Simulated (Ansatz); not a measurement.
# Cu (I4/mmm) in Ansatz: further runs

The runs below take Cu through equation of state, optical spectrum, density of states, with BPBE+D4, LDA+D4, B3LYP5.

All numbers are computed with Ansatz 0.2.0; they aren't measurements. Logs are shortened: lines on timing, memory, paths and dates and some standing lists are left out, and cuts for length are marked.

**1. The crystal as given**

Symmetry: I4/mmm, No. 139, tetragonal system. The conventional cell has a = 2.886 Å, b = 2.886 Å, c = 2.752 Å, α = 90.00°, β = 90.00°, γ = 90.00°. Around Cu (site symmetry 4/mmm) lie 10 Cu at 2.46 to 2.75 Å.

This isn't the form of Cu at room conditions, which is fcc.

**2. Equation of state, BPBE+D4 (volume scaled by 1.08)**

Contents of run.py:

```python
import json

import ase.io
import numpy as np
import spglib
from ase.calculators.calculator import CalculationFailed, Calculator
from ase.stress import full_3x3_to_voigt_6_stress
from ase.units import GPa
from ase.eos import EquationOfState

import ansatz as az

class AnsatzCalculator(Calculator):
    implemented_properties = ["energy", "free_energy", "forces", "stress", "magmom"]

    def calculate(self, atoms, properties, system_changes):
        super().calculate(atoms, properties, system_changes)
        structure = atoms.copy()
        structure.set_constraint()
        structure.set_momenta(None)
        structure.set_masses(None)
        outcome = (
            az.Crystal.from_ase(structure)
            .calculation()
            .basis(xc_grid=2)
            .kpoints(13, 13, 13)
            .functional(exchange="b88", correlation="pbe", dispersion="d4")
            .pseudopotentials(kind="nc", accuracy="stringent")
            .scf(tolerance=2e-10)
            .occupations(method="gaussian", width=0.15)
            .forces()
            .stress()
            .run(threads=2)
        )
        if not outcome.report["converged"]:
            raise CalculationFailed("SCF not converged")
        report = outcome.report
        self.results = {
            "free_energy": report["lagrangian_ev"],
            "energy": report["lagrangian_ev"],
            "forces": np.array(report["forces_ev_ang"]),
            "stress": -GPa * full_3x3_to_voigt_6_stress(report["stress_gpa"]),
            "magmom": report["magnetization_mub"],
        }

np.set_printoptions(precision=5, suppress=True, linewidth=110)
atoms = ase.io.read("Cu.cif")
cell, frac, numbers = spglib.find_primitive((atoms.cell[:], atoms.get_scaled_positions(), atoms.numbers), symprec=1e-5)
atoms = ase.Atoms(numbers, cell=cell, scaled_positions=frac, pbc=True)
atoms.calc = AnsatzCalculator()
cell = atoms.cell.copy()
volumes, energies = [], []
for x in (0.94, 0.96, 0.98, 1.0, 1.02, 1.04, 1.06):
    atoms.set_cell(cell * x ** (1 / 3), scale_atoms=True)
    volumes.append(atoms.get_volume() / len(atoms))
    energies.append(atoms.get_potential_energy() / len(atoms))
    print(f"x {x:.2f}  V = {volumes[-1]:.4f} A^3/atom  E = {energies[-1]:.6f} eV/atom  P = {-atoms.get_stress()[:3].mean() / GPa:.3f} GPa")
v0, e0, b0 = EquationOfState(volumes, energies, eos="vinet").fit()
print(f"V0 = {v0:.4f} A^3/atom, E0 = {e0:.6f} eV/atom, B0 = {b0 / GPa:.2f} GPa")
```

Contents of Cu.cif:

```cif
data_Cu
_cell_length_a 2.96057025
_cell_length_b 2.96057025
_cell_length_c 2.82367942
_cell_angle_alpha 90.00000000
_cell_angle_beta 90.00000000
_cell_angle_gamma 90.00000000
_space_group_name_H-M_alt 'I4/mmm'
_space_group_name_Hall '-I 4 2'
_space_group_IT_number 139
loop_
_space_group_symop_operation_xyz
'x,y,z'
'-x,-y,-z'
'-y,x,z'
'y,-x,-z'
'-x,-y,z'
'x,y,-z'
'y,-x,z'
'-y,x,-z'
'x,-y,-z'
'-x,y,z'
'-y,-x,-z'
'y,x,z'
'-x,y,-z'
'x,-y,z'
'y,x,-z'
'-y,-x,z'
'x+1/2,y+1/2,z+1/2'
'-x+1/2,-y+1/2,-z+1/2'
'-y+1/2,x+1/2,z+1/2'
'y+1/2,-x+1/2,-z+1/2'
'-x+1/2,-y+1/2,z+1/2'
'x+1/2,y+1/2,-z+1/2'
'y+1/2,-x+1/2,z+1/2'
'-y+1/2,x+1/2,-z+1/2'
'x+1/2,-y+1/2,-z+1/2'
'-x+1/2,y+1/2,z+1/2'
'-y+1/2,-x+1/2,-z+1/2'
'y+1/2,x+1/2,z+1/2'
'-x+1/2,y+1/2,-z+1/2'
'x+1/2,-y+1/2,z+1/2'
'y+1/2,x+1/2,-z+1/2'
'-y+1/2,-x+1/2,z+1/2'
loop_
_atom_site_label
_atom_site_type_symbol
_atom_site_symmetry_multiplicity
_atom_site_Wyckoff_symbol
_atom_site_fract_x
_atom_site_fract_y
_atom_site_fract_z
_atom_site_occupancy
Cu1 Cu 2 a 0.0000000000 0.0000000000 0.0000000000 1
```

Potentials or basis: PseudoDojo stringent.

On the command line:

```console
$ python run.py
```

The log of the run:

```text
DeckWarning: basis.ecutwfc = 1414.992085 eV, auto-derived from the records' recommended cutoffs: set by Cu (normal level)
DeckWarning: the engine holds no damping parameters fitted to this dispersion correction and functional, so the run takes those fitted to blyp (hamiltonian.dispersion, under Limitations)
DeckWarning: output.stress: scf.convergence.dr2_threshold = 2e-10 eV is looser than the 1e-10 eV advised for a printed stress (1e-10 eV for each atom of the cell: 1). What an SCF threshold leaves in a stress goes as its square root, and in the free energy as the threshold itself, and one threshold admits the most on a small cell: of the crystals measured, under no hybrid functional and no lock of the moments, on runs that ended w [...]
PlacementWarning: RAYON_NUM_THREADS=2 ignored (pool sized by the plan → 2); use plan(threads=…)
x 0.94  V = 11.6323 A^3/atom  E = -5263.038193 eV/atom  P = -10.628 GPa
x 0.96  V = 11.8798 A^3/atom  E = -5263.019692 eV/atom  P = -13.261 GPa
x 0.98  V = 12.1272 A^3/atom  E = -5262.997402 eV/atom  P = -15.543 GPa
x 1.00  V = 12.3747 A^3/atom  E = -5262.971831 eV/atom  P = -17.516 GPa
x 1.02  V = 12.6222 A^3/atom  E = -5262.943426 eV/atom  P = -19.217 GPa
x 1.04  V = 12.8697 A^3/atom  E = -5262.912581 eV/atom  P = -20.681 GPa
x 1.06  V = 13.1172 A^3/atom  E = -5262.879641 eV/atom  P = -21.934 GPa
UserWarning: The minimum volume of your fit is not in your volumes.  You may not have a minimum in your dataset!
V0 = 10.8782 A^3/atom, E0 = -5263.064940 eV/atom, B0 = 187.14 GPa
```

engine_input.yaml:

```text
crystal:
  lattice:
    - [-1.4500667453882785, 1.4500667453882785, 1.3830185676490068]
    - [1.4500667453882785, -1.4500667453882785, 1.3830185676490068]
    - [1.4500667453882785, 1.4500667453882785, -1.3830185676490068]
  atoms:
    - { symbol: Cu, position: [0.0, 0.0, 0.0] }
basis:
  xc_grid: 2
kpoints:
  mp_grid:
    grid: [13, 13, 13]
hamiltonian:
  xc:
    exchange: b88
    correlation: pbe
  dispersion: d4
  pseudopotentials:
    kind: nc
    accuracy: stringent
scf:
  convergence:
    dr2_threshold: 2.0e-10
  occupations:
    method: gaussian
    width: 0.15
output:
  forces: true
  stress: true
```

Run time: 37 s. Hardware: 2 threads of Arm Neoverse V1, shared host; peak memory 0.51 GiB.

What came out:

```
Equilibrium volume                        : 10.89 Å³/atom (rough: see the caveat)
Bulk modulus at fixed shape and positions : 190 GPa (rough)
```

Energy against volume, from the lowest point:
| volume (Å³/atom) | energy (meV/atom) |
| --- | --- |
| 11.632 | 0.00 |
| 11.880 | 18.50 |
| 12.127 | 40.79 |
| 12.375 | 66.36 |
| 12.622 | 94.77 |
| 12.870 | 125.61 |
| 13.117 | 158.55 |

Caveat: the potentials were made for another functional, which shifts forces and pressure; the minimum lies outside the volumes run; the cell was scaled at fixed shape and fractional positions, which overstates the stiffness of a crystal with free parameters, most of all of layers and chains; the dispersion damping was fitted for another functional or another form of the correction; the thresholds are loose for stress.

**3. Optical spectrum, LDA+D4**

Contents of run.py:

```python
import json

import ase.io
import numpy as np

import ansatz as az

atoms = ase.io.read("Cu.cif")
atoms.info.pop("occupancy", None)

calculation = (
    az.Crystal.from_ase(atoms)
    .calculation()
    .kpoints(9, 9, 10)
    .functional("lda", dispersion="d4")
    .pseudopotentials(kind="paw", partial_waves="polarizable")
    .scf(extra_bands=12)
    .occupations(method="tetrahedron_uncorrected")
    .optics(energy_range=(0.0, 14.0), broadening_width=0.2, nscf_kmesh=(12, 12, 13))
)
outcome = calculation.run(threads=2, events_out="events.jsonl")

report = outcome.report
for line in open("events.jsonl"):
    event = json.loads(line)
    if event["event"] == "scf_iter":
        d = event["data"]
        print(f"SCF {d['iter']:3d}  HF = {d['harris_foulkes_ev']:.6f} eV  dr2 = {d['dr2_ev']:.2e} eV")
    elif event["event"] in ("relax_step", "md_step"):
        d = event["data"]
        print(f"{event['event']} {d['step']:3d}  E = {d['lagrangian_ev']:.6f} eV")
np.set_printoptions(precision=5, suppress=True, linewidth=110)
print("converged:", report["converged"], "after", report["n_iterations"], "iterations")
print(f"free energy {report['free_energy_ev']:.6f} eV, Fermi level {report['fermi_energy_ev']:.4f} eV")
for key in ("band_edges_ev", "magnetization_mub", "site_moments_mub", "site_moments_nc_mub", "forces_ev_ang",
                "stress_gpa"):
    if report.get(key) is not None:
        print(key, np.array(report[key]), sep="\n")
```

Cu.cif: that of step 2 with these lines changed.

```diff
@@ -1,5 +1,5 @@
 data_Cu
-_cell_length_a 2.96057025
-_cell_length_b 2.96057025
-_cell_length_c 2.82367942
+_cell_length_a 2.88558664
+_cell_length_b 2.88558664
+_cell_length_c 2.75216290
 _cell_angle_alpha 90.00000000
```

Potentials or basis: Ansatz PAW polarizable.

On the command line:

```console
$ python run.py
```

The log of the run:

```text
DeckWarning: basis.ecutwfc = 420 eV, auto-derived from the records' recommended cutoffs: set by Cu (normal level)
DeckWarning: the engine holds no damping parameters fitted to this dispersion correction and functional, so the run takes those fitted to pbe (hamiltonian.dispersion, under Limitations)
PlacementWarning: RAYON_NUM_THREADS=2 ignored (pool sized by the plan → 2); use plan(threads=…)
RunWarning: output.optics found no split into filled and empty bands, so it gives no eps_inf: at k=5 band 19 holds 0.333 electrons, where an insulator holds 2 in each band up to the highest filled one and none above it (bands and k-points counted from 0, the k-points in the symmetry-reduced set that the sum ran over: that of output.optics.nscf_kmesh where it is set). The table's columns eps2_interband_… and eps1_interband_… hold [...]
SCF   1  HF = -13112.385306 eV  dr2 = 6.96e-02 eV
SCF   2  HF = -13112.378186 eV  dr2 = 1.93e-02 eV
SCF   3  HF = -13112.368427 eV  dr2 = 4.03e-04 eV
SCF   4  HF = -13112.368234 eV  dr2 = 6.32e-06 eV
SCF   5  HF = -13112.368240 eV  dr2 = 1.20e-06 eV
SCF   6  HF = -13112.368232 eV  dr2 = 1.88e-07 eV
SCF   7  HF = -13112.368232 eV  dr2 = 7.08e-09 eV
SCF   8  HF = -13112.368232 eV  dr2 = 1.01e-10 eV
SCF   9  HF = -13112.368232 eV  dr2 = 2.09e-13 eV
converged: True after 9 iterations
free energy -13112.368232 eV, Fermi level 17.0801 eV
magnetization_mub
0.0
```

optics.tsv:

```text
# E[eV]	eps2_interband_xx	eps2_interband_yy	eps2_interband_zz	eps2_interband_xy	eps2_interband_xz	eps2_interband_yz	eps1_interband_xx	eps1_interband_yy	eps1_interband_zz	eps1_interband_xy	eps1_interband_xz	eps1_interband_yz
# format = ansatz-optics/6
[... 13 lines left out ...]
0.050000	1.262971e-4	1.262971e-4	8.576114e-3	6.617445e-24	0.000000e0	0.000000e0	9.727991e0	9.727991e0	9.203153e0	1.797741e-18	0.000000e0	0.000000e0
[... 1346 lines left out ...]
13.520000	1.547108e0	1.547108e0	1.831279e0	-4.336809e-19	0.000000e0	0.000000e0	-9.444087e-3	-9.444087e-3	5.417711e-2	-7.886552e-19	0.000000e0	0.000000e0
13.530000	1.534188e0	1.534188e0	1.821241e0	-4.336809e-19	0.000000e0	0.000000e0	-1.343220e-2	-1.343220e-2	3.387337e-2	9.441760e-19	0.000000e0	0.000000e0
13.540000	1.520875e0	1.520875e0	1.809434e0	4.336809e-19	0.000000e0	0.000000e0	-1.676182e-2	-1.676182e-2	1.406414e-2	-7.554461e-20
```

engine_input.yaml:

```text
crystal:
  lattice:
    - [2.88558664, 0.0, 0.0]
    - [0.0, 2.88558664, 0.0]
    - [0.0, 0.0, 2.7521629]
  atoms:
    - { symbol: Cu, position: [0.0, 0.0, 0.0] }
    - { symbol: Cu, position: [0.5, 0.5, 0.5] }
kpoints:
  mp_grid:
    grid: [9, 9, 10]
hamiltonian:
  xc: lda
  dispersion: d4
  pseudopotentials:
    kind: paw
    partial_waves: polarizable
scf:
  n_extra_bands: 12
  occupations:
    method: tetrahedron_uncorrected
output:
  optics:
    e_range: [0.0, 14.0]
    sigma: 0.2
    nscf_kmesh:
      grid: [12, 12, 13]
```

It took 6.4 s on 2 threads of Arm Neoverse V1, shared host; peak memory 0.46 GiB.

What came out:

```
Free energy            : -13112.3682 eV
Band gap on the k mesh : none (metal or under the smearing width)
```

Levels at points of the mesh, in eV from the Fermi level:
| k point | band 17 | band 18 | band 19 | band 20 | band 21 | band 22 |
| --- | --- | --- | --- | --- | --- | --- |
| (0.00, 0.00, 0.00) | -1.66 | -1.66 | -1.61 | 7.53 | 7.53 | 9.37 |
| (0.00, 0.00, -0.50) | -2.52 | -2.52 | -1.16 | -1.16 | 14.46 | 14.46 |

Caveat: pairwise dispersion overbinds metals, which lowers pressure and volume; the dispersion damping was fitted for another functional or another form of the correction.

**4. Density of states, B3LYP5**

run.py: that of step 3 with these lines changed.

```diff
@@ -4,2 +4,3 @@
 import numpy as np
+import spglib
 
@@ -8,3 +9,4 @@
 atoms = ase.io.read("Cu.cif")
-atoms.info.pop("occupancy", None)
+cell, frac, numbers = spglib.find_primitive((atoms.cell[:], atoms.get_scaled_positions(), atoms.numbers), symprec=1e-5)
+atoms = ase.Atoms(numbers, cell=cell, scaled_positions=frac, pbc=True)
 
@@ -13,8 +15,11 @@
     .calculation()
-    .kpoints(9, 9, 10)
-    .functional("lda", dispersion="d4")
-    .pseudopotentials(kind="paw", partial_waves="polarizable")
-    .scf(extra_bands=12)
-    .occupations(method="tetrahedron_uncorrected")
-    .optics(energy_range=(0.0, 14.0), broadening_width=0.2, nscf_kmesh=(12, 12, 13))
+    .kpoints(10, 10, 10)
+    .functional("b3lyp5")
+    .pseudopotentials(kind="paw")
+    .scf(extra_bands=6)
+    .occupations(method="gaussian", width=0.02)
+    .density_of_states(energy_step=0.05, projected=False)
+    .forces()
+    .stress()
+    .band_table(publish=True)
 )
```

Cu.cif is that of step 3.

Potentials or basis: Ansatz PAW.

On the command line:

```console
$ python run.py
```

It took 39 s on 2 threads of Arm Neoverse V1, shared host; peak memory 1.4 GiB.

The run converged. Its results:

```yaml
Free_energy: -6628.8490 eV
Pressure: 14.0 GPa
Band_gap_on_the_k_mesh: none (metal or under the smearing width)
Density_of_states_at_the_Fermi_level: 0.23 states/eV per cell
```

Stress tensor (GPa, compression positive):
```
14.94  0.00  0.00
 0.00 14.94  0.00
 0.00  0.00 12.06
```

Levels at points of the mesh, in eV from the Fermi level:
```tsv
k point	band 6	band 7	band 8	band 9	band 10	band 11	band 12	band 13	band 14	band 15
(0.00, 0.00, 0.00)	-4.78	-4.59	-4.59	-3.69	-3.49	26.57	26.57	27.85	30.34	30.34
(0.00, 0.00, -0.50)	-5.27	-3.73	-3.47	-2.62	-0.86	5.12	20.16	20.36	24.41	27.37
(0.00, -0.50, 0.00)	-5.51	-3.58	-3.29	-2.55	-0.33	5.71	18.87	18.92	23.25	26.25
(-0.50, -0.50, -0.50)	-6.31	-2.83	-2.83	-2.75	8.98	8.98	10.89	15.02	15.66	18.36
```

States per cell in windows of 1 eV (zero at the Fermi level; states under -8 eV left out):
| from (eV) | total |
| --- | --- |
| -8.0 | 0.18 |
| -7.0 | 0.80 |
| -6.0 | 2.40 |
| -5.0 | 2.31 |
| -4.0 | 3.74 |
| -3.0 | 0.93 |
| -2.0 | 0.20 |
| -1.0 | 0.22 |
| 0.0 | 0.22 |
| 1.0 | 0.21 |
| 2.0 | 0.20 |
| 3.0 | 0.17 |
| 4.0 | 0.12 |
| 5.0 | 0.10 |
| 6.0 | 0.26 |
| 7.0 | 0.37 |

Caveat: the potentials were made for another functional, which shifts forces and pressure; the thresholds are loose for stress.

**5. The runs side by side**

```csv
task,level,potentials or basis,cell,k mesh,cutoff (eV),smearing,driver,eos,conventional,broadening,other keys,gap on the mesh (eV)
equation of state,BPBE+D4,PseudoDojo stringent,volume scaled by 1.08,13 × 13 × 13,1415,gaussian 0.15 eV,calculator,vinet,-,-,-,-
optical spectrum,LDA+D4,Ansatz PAW polarizable,as given,9 × 9 × 10,420,tetrahedron-uncorrected,chain,-,yes,0.2 eV,scf.occupations.width = left out; …,none
density of states,B3LYP5,Ansatz PAW,as given,10 × 10 × 10,420,gaussian 0.02 eV,chain,-,-,-,-,none
```

Alike in all rows: no spin polarisation.

Caveats: the potentials were made for another functional, which shifts forces and pressure (some runs); the dispersion damping was fitted for another functional or another form of the correction (some runs); the thresholds are loose for stress (some runs); the minimum lies outside the volumes run (some runs); the cell was scaled at fixed shape and fractional positions, which overstates the stiffness of a crystal with free parameters, most of all of layers and chains (some runs); pairwise dispersion overbinds metals, which lowers pressure and volume (some runs).

Absolute energies hang on the potentials; compare differences alone.
